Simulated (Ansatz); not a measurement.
## NaCl in Ansatz: the effect of functional

The system is NaCl.

```
CELL_PARAMETERS angstrom
3.50219 0.00000 0.00000
0.00000 3.50219 0.00000
0.00000 0.00000 3.50219
ATOMIC_POSITIONS crystal
Cl 0.50000 0.50000 0.50000
Na 0.00000 0.00000 0.00000
```

Measurements of this composition are mostly on another form, of space group No. 225.

Alike in all runs:

```yaml
Program: Ansatz 0.2.0
Task: single point
Potentials_or_basis: all-electron PAW datasets made for the crystal
k_mesh: 6 × 6 × 6
Occupations: fermi-dirac, width 0.05 eV
Spin: no spin polarisation
```

Task: One run gave: gap on the mesh 6.01 eV; pressure -0.5 GPa. Which functional did it use?
A. HSE06
B. PBEsol
C. PBE0

Result: C.

| functional | cutoff | gap on the mesh (eV) | pressure (GPa) |
| --- | --- | --- | --- |
| PBEsol | 180 eV (chosen from the basis error) | 3.84 | -1.2 |
| HSE06 | 200 eV (chosen from the basis error) | 5.29 | -0.4 |
| PBE0 | 200 eV (chosen from the basis error) | 6.01 | -0.5 |

A k mesh can miss the band edges.
